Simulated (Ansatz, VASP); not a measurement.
# Zn32Se31S (S on a Se site in ZnSe): VASP beside Ansatz

Aim: how closely do two programs agree when they are given the same cell, functional and k mesh? Of the first pair: The structure shown is the start of the Ansatz relaxation below; VASP solves that cell, so the two are compared at the walk's first step.

Program: Ansatz 0.2.0. Level of theory: plane waves, with VASP 6.6.1 beside it; LDA. Results are calculated unless marked as measured.

## (1) Set-up

The cell holds 64 atoms: 32 Zn, 31 Se and 1 S. Cell: a = 11.135 Å, b = 11.135 Å, c = 11.135 Å, α = 90.0°, β = 90.0°, γ = 90.0°. It derives from ZnSe (ZnSe (F-43m)). Nearest the centre at fractional (0.375, 0.375, 0.625): S64 at 0.00 Å, Zn8 at 2.41 Å, Zn22 at 2.41 Å, Zn15 at 2.41 Å, Zn29 at 2.41 Å, Se37 at 3.94 Å, Se34 at 3.94 Å, Se35 at 3.94 Å.

## (2) Ansatz: relaxation, LDA

Ansatz runs on its default PAW (the set named soft_2) files.

The two programs are compared at the cell with which this relaxation starts, whose forces are those of its first step.

input.yaml reads:

```yaml
relax:
  f_tol: 0.01
  max_steps: 80
  escape_saddle: false
crystal:
  lattice:
    - [11.13501269, 0.0, 0.0]
    - [0.0, 0.0, -11.13501269]
    - [0.0, 11.13501269, 0.0]
  atoms:
    - { symbol: Zn, position: [0.0, 0.0, 0.0] }
    - { symbol: Zn, position: [0.0, 0.25, 0.25] }
    - { symbol: Zn, position: [0.25, 0.0, 0.25] }
    - { symbol: Zn, position: [0.25, 0.25, 0.0] }
    - { symbol: Se, position: [0.125, 0.125, 0.125] }
    - { symbol: Se, position: [0.125, 0.375, 0.375] }
    - { symbol: Se, position: [0.375, 0.125, 0.375] }
    - { symbol: Se, position: [0.375, 0.375, 0.125] }
    - { symbol: Zn, position: [0.0, 0.0, 0.5] }
    - { symbol: Zn, position: [0.0, 0.25, 0.75] }
    - { symbol: Zn, position: [0.25, 0.0, 0.75] }
    - { symbol: Zn, position: [0.25, 0.25, 0.5] }
    - { symbol: Se, position: [0.125, 0.125, 0.625] }
    - { symbol: Se, position: [0.125, 0.375, 0.875] }
    - { symbol: Se, position: [0.375, 0.125, 0.875] }
    - { symbol: S, position: [0.375, 0.375, 0.625] }
    - { symbol: Zn, position: [0.0, 0.5, 0.0] }
    - { symbol: Zn, position: [0.0, 0.75, 0.25] }
    - { symbol: Zn, position: [0.25, 0.5, 0.25] }
    - { symbol: Zn, position: [0.25, 0.75, 0.0] }
    - { symbol: Se, position: [0.125, 0.625, 0.125] }
    - { symbol: Se, position: [0.125, 0.875, 0.375] }
    - { symbol: Se, position: [0.375, 0.625, 0.375] }
    - { symbol: Se, position: [0.375, 0.875, 0.125] }
    - { symbol: Zn, position: [0.0, 0.5, 0.5] }
    - { symbol: Zn, position: [0.0, 0.75, 0.75] }
    - { symbol: Zn, position: [0.25, 0.5, 0.75] }
    - { symbol: Zn, position: [0.25, 0.75, 0.5] }
    - { symbol: Se, position: [0.125, 0.625, 0.625] }
    - { symbol: Se, position: [0.125, 0.875, 0.875] }
    - { symbol: Se, position: [0.375, 0.625, 0.875] }
    - { symbol: Se, position: [0.375, 0.875, 0.625] }
    - { symbol: Zn, position: [0.5, 0.0, 0.0] }
    - { symbol: Zn, position: [0.5, 0.25, 0.25] }
    - { symbol: Zn, position: [0.75, 0.0, 0.25] }
    - { symbol: Zn, position: [0.75, 0.25, 0.0] }
    - { symbol: Se, position: [0.625, 0.125, 0.125] }
    - { symbol: Se, position: [0.625, 0.375, 0.375] }
    - { symbol: Se, position: [0.875, 0.125, 0.375] }
    - { symbol: Se, position: [0.875, 0.375, 0.125] }
    - { symbol: Zn, position: [0.5, 0.0, 0.5] }
    - { symbol: Zn, position: [0.5, 0.25, 0.75] }
    - { symbol: Zn, position: [0.75, 0.0, 0.75] }
    - { symbol: Zn, position: [0.75, 0.25, 0.5] }
    - { symbol: Se, position: [0.625, 0.125, 0.625] }
    - { symbol: Se, position: [0.625, 0.375, 0.875] }
    - { symbol: Se, position: [0.875, 0.125, 0.875] }
    - { symbol: Se, position: [0.875, 0.375, 0.625] }
    - { symbol: Zn, position: [0.5, 0.5, 0.0] }
    - { symbol: Zn, position: [0.5, 0.75, 0.25] }
    - { symbol: Zn, position: [0.75, 0.5, 0.25] }
    - { symbol: Zn, position: [0.75, 0.75, 0.0] }
    - { symbol: Se, position: [0.625, 0.625, 0.125] }
    - { symbol: Se, position: [0.625, 0.875, 0.375] }
    - { symbol: Se, position: [0.875, 0.625, 0.375] }
    - { symbol: Se, position: [0.875, 0.875, 0.125] }
    - { symbol: Zn, position: [0.5, 0.5, 0.5] }
    - { symbol: Zn, position: [0.5, 0.75, 0.75] }
    - { symbol: Zn, position: [0.75, 0.5, 0.75] }
    - { symbol: Zn, position: [0.75, 0.75, 0.5] }
    - { symbol: Se, position: [0.625, 0.625, 0.625] }
    - { symbol: Se, position: [0.625, 0.875, 0.875] }
    - { symbol: Se, position: [0.875, 0.625, 0.875] }
    - { symbol: Se, position: [0.875, 0.875, 0.625] }
basis:
  ecutwfc: 420
  xc_grid: 2
hamiltonian:
  xc: lda
kpoints:
  mp_grid: { grid: [1, 1, 1], shift: [0.25, 0.25, 0.25] }
scf:
  occupations: { method: fermi_dirac, width: 0.01 }
  max_iter: 120
output:
  forces: true
checkpoint:
  write: "../relax.run"
  compress: false
  write_wavefunctions: true
  write_every: 100000
```

Run with:

```sh
> ansatz run input.yaml --threads 4 --pin off --max-ram 7536MiB --backend cpu --events-out ev --progress --plain --runs-dir out
```

Numbers of over 12 decimals in the logs are rounded to 6 here.

Log:

```text
Engine: ansatz 0.2.0, aarch64-unknown-linux-gnu
Pseudopotentials: kind: paw
Pseudopotential: Zn, paw, valence charge 12, recommended cutoff 420 eV (normal), Zn.paw.azcp
Pseudopotential: Se, paw, valence charge 16, recommended cutoff 420 eV (normal), Se.paw.azcp
Pseudopotential: S, paw, valence charge 6, recommended cutoff 420 eV (normal), S.paw.azcp
Functional definition: SPW92
  exchange = slater_x
  correlation = pw_c
Crystal: 64 atoms, lattice volume = 1380.614 Å³
Basis set: ecut = 420 eV, 27081 PW (Γ), exchange–correlation on 150×150×150 points (8 copies of the dense FFT grid, shifted against one another)
Bands: 532, of which v1, the nominal top of the filled ones, is band 443 counted from 1 (442 counted from 0)
Symmetry: 6 space group operations
k-points: 1
Non-local potential: Zn, projectors of the file, l = 0: 2, l = 1: 2, l = 2: 3, l = 3: 1
Non-local potential: Se, projectors of the file, l = 0: 2, l = 1: 2, l = 2: 3, l = 3: 1
Non-local potential: S, projectors of the file, l = 0: 2, l = 1: 2, l = 2: 2
PAW form: soft (Blöchl's): semilocal exchange-correlation on the pseudo side does not see the compensation charge
PAW frozen core: Zn, regenerated for the run's functional, and the local potential with it (the file was generated under x = pbe(κ = 0.804, μ = 0.219515), c = pbe(β = 0.066725))
PAW frozen core: Se, regenerated for the run's functional, and the local potential with it (the file was generated under x = pbe(κ = 0.804, μ = 0.219515), c = pbe(β = 0.066725))
PAW frozen core: S, regenerated for the run's functional, and the local potential with it (the file was generated under x = pbe(κ = 0.804, μ = 0.219515), c = pbe(β = 0.066725))
PAW one-centre angular grid: Zn, 590 points (default); XC on 64 Gauss nodes
PAW one-centre angular grid: Se, 590 points (default); XC on 64 Gauss nodes
PAW one-centre angular grid: S, 110 points (default); XC on 64 Gauss nodes
Initial density: superposition of atomic densities (neutral atoms: chi_scale 0, normalization atom), corrected by the library's trained network
Initial wavefunctions: pseudopotential atomic-orbital guess
Functional: x = slater, c = lda
SCF iter   1: F=—  HF=-271673.717987 eV  |F-HF|=—  |Δ(HF+E_count)|=         —  Δρ=5.64e-3  dr2=2.68e-1  ethr=1.77e-3  ⟨swp⟩=5.0  Hψ=1943  notcnv=0  defer=31
preconditioner: auto → Resta (q_TF=auto, 2.534 Å⁻¹)  ε∞=5.7  [insulator: Δε(μ)=2.420 eV  Ē_g=11.099 eV  σ=0.010 eV  W_gap=1.00  n_scr=388 (ndim 8)  ℏωp=24.0 eV  f_vac=0.101  D(μ)=0.00/eV (n_scr^D=0)  ε∞_Penn≈5.7]
SCF iter   2: F=—  HF=-271673.645418 eV  |F-HF|=—  |Δ(HF+E_count)|=   7.26e-2  Δρ=2.57e-3  dr2=7.26e-2  ethr=3.02e-5  ⟨swp⟩=2.0  Hψ=873  notcnv=0  defer=84
SCF iter   3: F=—  HF=-271673.635087 eV  |F-HF|=—  |Δ(HF+E_count)|=   1.03e-2  Δρ=1.78e-3  dr2=2.15e-2  ethr=8.20e-6  ⟨swp⟩=2.0  Hψ=710  notcnv=0  defer=84
SCF iter   4: F=—  HF=-271673.627238 eV  |F-HF|=—  |Δ(HF+E_count)|=   7.85e-3  Δρ=3.29e-4  dr2=1.41e-3  ethr=2.42e-6  ⟨swp⟩=2.0  Hψ=709  notcnv=0  defer=84
SCF iter   5: F=—  HF=-271673.626303 eV  |F-HF|=—  |Δ(HF+E_count)|=   9.35e-4  Δρ=1.07e-4  dr2=1.70e-4  ethr=1.59e-7  ⟨swp⟩=2.0  Hψ=683  notcnv=0  defer=84
SCF iter   6: F=—  HF=-271673.626363 eV  |F-HF|=—  |Δ(HF+E_count)|=   5.96e-5  Δρ=2.33e-5  dr2=1.03e-5  ethr=1.92e-8  ⟨swp⟩=2.0  Hψ=698  notcnv=0  defer=84
SCF iter   7: F=—  HF=-271673.626367 eV  |F-HF|=—  |Δ(HF+E_count)|=   3.92e-6  Δρ=2.04e-5  dr2=3.66e-6  ethr=2.82e-10  ⟨swp⟩=5.0  Hψ=2308  notcnv=0
SCF iter   8: F=-271673.626365 eV  HF=-271673.626365 eV  |F-HF|=3.49e-7  |Δ(HF+E_count)|=   1.66e-6  Δρ=6.79e-6  dr2=4.34e-7  ethr=2.82e-10  ⟨swp⟩=5.0  Hψ=1989  notcnv=0
SCF 1 converged in 8 iterations: F = -271673.626365 eV  dr2 = 4.34e-7
  greatest PAW one-centre occupation: 1.000 electrons in one spin orbital (limit 2), on the Se atom at site 45 (counted from 0), in its partial waves of l = 2
relax step   1: F+E_penalty+E_count = -271673.62636498 eV  Δ(F+E_penalty+E_count) = +0.000e0 eV  max|allowed force component| = 3.490e-1 eV/Å  Δτ_max = 0.0000 Å  (8 SCF iters, dr2 threshold 2.50e-6 eV, accepted)
Initial density: handed on by an earlier stage of this run
Initial wavefunctions: those handed on with the density
iter 1 solved again at ethr=3.43e-6 eV; its pass at ethr=3.10e-3 eV (dr2=3.04e-2 eV) is discarded
SCF iter   1: F=—  HF=-271673.735002 eV  |F-HF|=—  |Δ(HF+E_count)|=         —  Δρ=2.05e-3  dr2=3.07e-2  ethr=3.43e-6  ⟨swp⟩=3.0  Hψ=1929  notcnv=0  defer=84
preconditioner: auto → Resta (q_TF=auto, 2.534 Å⁻¹)  ε∞=5.7  [insulator: Δε(μ)=2.436 eV  Ē_g=11.116 eV  σ=0.010 eV  W_gap=1.00  n_scr=388 (ndim 8)  ℏωp=24.0 eV  f_vac=0.091  D(μ)=0.00/eV (n_scr^D=0)  ε∞_Penn≈5.7]
SCF iter   2: F=—  HF=-271673.724405 eV  |F-HF|=—  |Δ(HF+E_count)|=   1.06e-2  Δρ=9.99e-4  dr2=7.17e-3  ethr=3.43e-6  ⟨swp⟩=2.0  Hψ=689  notcnv=0  defer=84
[...]
--- Relaxed structure (4 steps of the walk, 4 accepted, 0 SCFs on fresh bases) ---
  F+E_penalty+E_count = -271673.74296912 eV   max|allowed force component| = 1.777e-3 eV/Å
  atoms:
    - { symbol: Zn, position: [0.000163838, 0.000163838, 8.508786554641073e-5] }
    - { symbol: Zn, position: [0.000809456, 0.250413, 0.250809] }
    - { symbol: Zn, position: [0.250413, 0.000809456, 0.250809] }
    - { symbol: Zn, position: [0.250146, 0.250146, -0.000151811] }
    - { symbol: Se, position: [0.125034, 0.125034, 0.124916] }
    - { symbol: Se, position: [0.126373, 0.374651, 0.376373] }
    - { symbol: Se, position: [0.374651, 0.126373, 0.376373] }
    - { symbol: Se, position: [0.374900, 0.374900, 0.124877] }
    - { symbol: Zn, position: [0.000809456, 0.000809456, 0.500413] }
    - { symbol: Zn, position: [0.000373075, 0.250146, 0.750098] }
    - { symbol: Zn, position: [0.250146, 0.000373075, 0.750098] }
    - { symbol: Zn, position: [0.254785, 0.254785, 0.504785] }
    - { symbol: Se, position: [0.126373, 0.126373, 0.624651] }
    - { symbol: Se, position: [0.126417, 0.375147, 0.873367] }
    - { symbol: Se, position: [0.375147, 0.126417, 0.873367] }
    - { symbol: S, position: [0.374836, 0.374836, 0.624836] }
    - { symbol: Zn, position: [0.000836978, 0.499819, -0.000590516] }
    - { symbol: Zn, position: [0.000163838, 0.750085, 0.250164] }
    - { symbol: Zn, position: [0.250146, 0.500098, 0.250373] }
    - { symbol: Zn, position: [0.250373, 0.749430, -0.000569827] }
    - { symbol: Se, position: [0.125029, 0.624736, 0.124856] }
    - { symbol: Se, position: [0.125034, 0.874916, 0.375034] }
    - { symbol: Se, position: [0.375147, 0.623367, 0.376417] }
    - { symbol: Se, position: [0.374908, 0.874872, 0.124872] }
    - { symbol: Zn, position: [0.000373075, 0.500098, 0.500146] }
    - { symbol: Zn, position: [0.000836978, 0.749409, 0.749819] }
    - { symbol: Zn, position: [0.254811, 0.495408, 0.745408] }
    - { symbol: Zn, position: [0.250146, 0.749848, 0.500146] }
    - { symbol: Se, position: [0.126417, 0.623367, 0.625147] }
    - { symbol: Se, position: [0.125029, 0.874856, 0.874736] }
    - { symbol: Se, position: [0.374564, 0.623377, 0.873377] }
    - { symbol: Se, position: [0.374900, 0.874877, 0.624900] }
    - { symbol: Zn, position: [0.499819, 0.000836978, -0.000590516] }
    - { symbol: Zn, position: [0.500098, 0.250146, 0.250373] }
    - { symbol: Zn, position: [0.750085, 0.000163838, 0.250164] }
    - { symbol: Zn, position: [0.749430, 0.250373, -0.000569827] }
    - { symbol: Se, position: [0.624736, 0.125029, 0.124856] }
    - { symbol: Se, position: [0.623367, 0.375147, 0.376417] }
    - { symbol: Se, position: [0.874916, 0.125034, 0.375034] }
    - { symbol: Se, position: [0.874872, 0.374908, 0.124872] }
    - { symbol: Zn, position: [0.500098, 0.000373075, 0.500146] }
    - { symbol: Zn, position: [0.495408, 0.254811, 0.745408] }
    - { symbol: Zn, position: [0.749409, 0.000836978, 0.749819] }
    - { symbol: Zn, position: [0.749848, 0.250146, 0.500146] }
    - { symbol: Se, position: [0.623367, 0.126417, 0.625147] }
    - { symbol: Se, position: [0.623377, 0.374564, 0.873377] }
    - { symbol: Se, position: [0.874856, 0.125029, 0.874736] }
    - { symbol: Se, position: [0.874877, 0.374900, 0.624900] }
    - { symbol: Zn, position: [0.500114, 0.500114, -0.000186149] }
    - { symbol: Zn, position: [0.499819, 0.749409, 0.250837] }
    - { symbol: Zn, position: [0.749409, 0.499819, 0.250837] }
    - { symbol: Zn, position: [0.750089, 0.750089, 8.862751564069905e-5] }
    - { symbol: Se, position: [0.624741, 0.624741, 0.124931] }
    - { symbol: Se, position: [0.624736, 0.874856, 0.375029] }
    - { symbol: Se, position: [0.874856, 0.624736, 0.375029] }
    - { symbol: Se, position: [0.874896, 0.874896, 0.124896] }
    - { symbol: Zn, position: [0.495408, 0.495408, 0.504811] }
    - { symbol: Zn, position: [0.500114, 0.749814, 0.750114] }
    - { symbol: Zn, position: [0.749814, 0.500114, 0.750114] }
    - { symbol: Zn, position: [0.749430, 0.749430, 0.500373] }
    - { symbol: Se, position: [0.623377, 0.623377, 0.624564] }
    - { symbol: Se, position: [0.624741, 0.874931, 0.874741] }
    - { symbol: Se, position: [0.874931, 0.624741, 0.874741] }
    - { symbol: Se, position: [0.874872, 0.874872, 0.624908] }
```

## (3) VASP: single point, LDA, start cell, pair 1

The same cell, functional (in two slightly different forms), mesh and smearing now go to VASP, with its own data sets.

Lines of VASP's logs that name or quote its potential files are left out, and so is its time.

INCAR reads:

```
SYSTEM = Zn32Se31S
PREC = Accurate
ENCUT = 400
EDIFF = 1E-06
NELM = 120
ISMEAR = -1
SIGMA = 0.01
LREAL = Auto
ALGO = Normal
GGA = PW92
NBANDS = 336
LORBIT = 11
LWAVE = .FALSE.
LCHARG = .FALSE.
ISIF = 2
ISYM = 2
LASPH = .TRUE.
GGA_COMPAT = .FALSE.
EFERMI = MIDGAP
NCORE = 2
```

POSCAR reads:

```
Zn32Se31S
1.0
   11.1350126942      0.0000000000      0.0000000000
    0.0000000000      0.0000000000    -11.1350126942
    0.0000000000     11.1350126942      0.0000000000
Zn Se S
32 31 1
Direct
    0.0000000046      0.0000000046      0.0000000228
    0.0000000046      0.2500000143      0.2499999890
    0.2500000143      0.0000000046      0.2499999890
    0.2500000143      0.2500000143      0.0000000228
    0.0000000046      0.0000000046      0.4999999987
    0.0000000046      0.2500000143      0.7500000131
    0.2500000143      0.0000000046      0.7500000131
    0.2500000143      0.2500000143      0.4999999987
    0.0000000046      0.5000000287      0.0000000228
    0.0000000046      0.7500000384      0.2499999890
    0.2500000143      0.5000000287      0.2499999890
    0.2500000143      0.7500000384      0.0000000228
    0.0000000046      0.5000000287      0.4999999987
    0.0000000046      0.7500000384      0.7500000131
    0.2500000143      0.5000000287      0.7500000131
    0.2500000143      0.7500000384      0.4999999987
    0.5000000287      0.0000000046      0.0000000228
    0.5000000287      0.2500000143      0.2499999890
    0.7500000384      0.0000000046      0.2499999890
    0.7500000384      0.2500000143      0.0000000228
    0.5000000287      0.0000000046      0.4999999987
    0.5000000287      0.2500000143      0.7500000131
    0.7500000384      0.0000000046      0.7500000131
    0.7500000384      0.2500000143      0.4999999987
    0.5000000287      0.5000000287      0.0000000228
    0.5000000287      0.7500000384      0.2499999890
    0.7500000384      0.5000000287      0.2499999890
    0.7500000384      0.7500000384      0.0000000228
    0.5000000287      0.5000000287      0.4999999987
    0.5000000287      0.7500000384      0.7500000131
    0.7500000384      0.5000000287      0.7500000131
    0.7500000384      0.7500000384      0.4999999987
    0.1250000371      0.1250000371      0.1250000059
    0.1250000371      0.3750000215      0.3750000215
    0.3750000215      0.1250000371      0.3750000215
    0.3750000215      0.3750000215      0.1250000059
    0.1250000371      0.1250000371      0.6250000059
    0.1250000371      0.3750000215      0.8749999903
    0.3750000215      0.1250000371      0.8749999903
    0.1250000371      0.6250000059      0.1250000059
    0.1250000371      0.8750000215      0.3750000215
    0.3750000215      0.6250000059      0.3750000215
    0.3750000215      0.8750000215      0.1250000059
    0.1250000371      0.6250000059      0.6250000059
    0.1250000371      0.8750000215      0.8749999903
    0.3750000215      0.6250000059      0.8749999903
    0.3750000215      0.8750000215      0.6250000059
    0.6250000059      0.1250000371      0.1250000059
    0.6250000059      0.3750000215      0.3750000215
    0.8750000215      0.1250000371      0.3750000215
    0.8750000215      0.3750000215      0.1250000059
    0.6250000059      0.1250000371      0.6250000059
    0.6250000059      0.3750000215      0.8749999903
    0.8750000215      0.1250000371      0.8749999903
    0.8750000215      0.3750000215      0.6250000059
    0.6250000059      0.6250000059      0.1250000059
    0.6250000059      0.8750000215      0.3750000215
    0.8750000215      0.6250000059      0.3750000215
    0.8750000215      0.8750000215      0.1250000059
    0.6250000059      0.6250000059      0.6250000059
    0.6250000059      0.8750000215      0.8749999903
    0.8750000215      0.6250000059      0.8749999903
    0.8750000215      0.8750000215      0.6250000059
    0.3750000215      0.3750000215      0.6250000059
```

KPOINTS reads:

```
Points of the shifted mesh
1
Reciprocal
 0.2500000000  0.2500000000  0.2500000000 1
```

The projector-augmented-wave data sets are Zn, Se and S (LDA family, release 64).

Run with:

```sh
> mpirun -np 8 vasp_std
```

Log:

```text
[banner, memory and clock lines left out]
running    8 mpi-ranks, on    1 nodes
[...]
|                                                                             |
|               ----> ADVICE to this user running VASP <----                  |
|                                                                             |
|     You enforced a specific xc type in the INCAR file but a different       |
|     [... a line on the potential file left out ...]
|     I HOPE YOU KNOW WHAT YOU ARE DOING!                                     |
|                                                                             |

 LDA part: xc-table for (Slater(with rela. corr.)+PW92), standard interpolation
 POSCAR, INCAR and KPOINTS ok, starting setup
[...]
entering main loop
       N       E                     dE             d eps       ncg     rms          rms(c)
DAV:   1     0.493896031679E+04    0.49390E+04   -0.21202E+05   672   0.168E+03
DAV:   2     0.689133857055E+03   -0.42498E+04   -0.41161E+04   672   0.437E+02
DAV:   3    -0.173416897779E+03   -0.86255E+03   -0.82324E+03   728   0.176E+02
DAV:   4    -0.244808623882E+03   -0.71392E+02   -0.70629E+02   760   0.503E+01
[...]
DAV:  16    -0.236449417348E+03   -0.25152E-06   -0.14684E-05   784   0.189E-02    0.110E-02
DAV:  17    -0.236449415996E+03    0.13519E-05   -0.26394E-06   504   0.960E-03    0.482E-03
DAV:  18    -0.236449415835E+03    0.16124E-06   -0.39078E-06   496   0.648E-03
   1 F= -.23644942E+03 E0= -.23644942E+03  d E =0.000000E+00
```

Parts of OUTCAR (step 3):

```text
  Total       -1.5487155     -1.5487155     -1.5487155      0.0000000     -0.0000000     -0.0000000
  in kB       -1.7972566     -1.7972566     -1.7972566      0.0000000     -0.0000000     -0.0000000
  external PRESSURE =      -1.7972566 kB  Pullay stress =       0.0000000 kB

 POSITION                                       TOTAL-FORCE (eV/Angst)
 -----------------------------------------------------------------------------------
      0.00000      0.00000     -0.00000        -0.000169      0.000169      0.000169
      0.00000      2.78375     -2.78375         0.002161      0.002161      0.006056
      2.78375      2.78375     -0.00000        -0.006056      0.002161     -0.002161
      2.78375      0.00000     -2.78375         0.001111     -0.002383     -0.001111
      0.00000      5.56751     -0.00000         0.002161     -0.006056     -0.002161
      0.00000      8.35126     -2.78375         0.002383     -0.001111     -0.001111
      2.78375      8.35126     -0.00000         0.001111     -0.001111     -0.002383
      2.78375      5.56751     -2.78375         0.337798      0.337798     -0.337798
      0.00000      0.00000     -5.56751         0.002161     -0.002161     -0.006056
      0.00000      2.78375     -8.35126        -0.000169     -0.000169     -0.000169
      2.78375      2.78375     -5.56751         0.001111      0.002383      0.001111
      2.78375      0.00000     -8.35126        -0.006056     -0.002161      0.002161
      0.00000      5.56751     -5.56751         0.002383      0.001111      0.001111
      0.00000      8.35126     -8.35126         0.002161      0.006056      0.002161
[...]
-----------------------------------------------------------------------------------
    total drift:                                0.000001     -0.001237     -0.000001

  FREE ENERGIE OF THE ION-ELECTRON SYSTEM (eV)
  ---------------------------------------------------
  free  energy   TOTEN  =      -236.4494158350 eV

  energy  without entropy=     -236.4494158350  energy(sigma->0) =     -236.44941584

[... 2 further parts left out ...]
```

The run ends at a pressure of -0.18 GPa, with forces up to 0.59 eV/Å.

(Continued in part 2 of 2.)

[Lines on the potential files, build, host, timing and source positions are cut from VASP's logs without a mark.]

[Logs are printed without paths, hosts, clocks, repeated set-up lines and the standing remarks that a program may print on its own settings, such as how far it seeks lower states.]

[Hosts, paths, dates, database ids (printed as entryN), source tags and the programs' standing remarks are cut or masked in the printed files.]
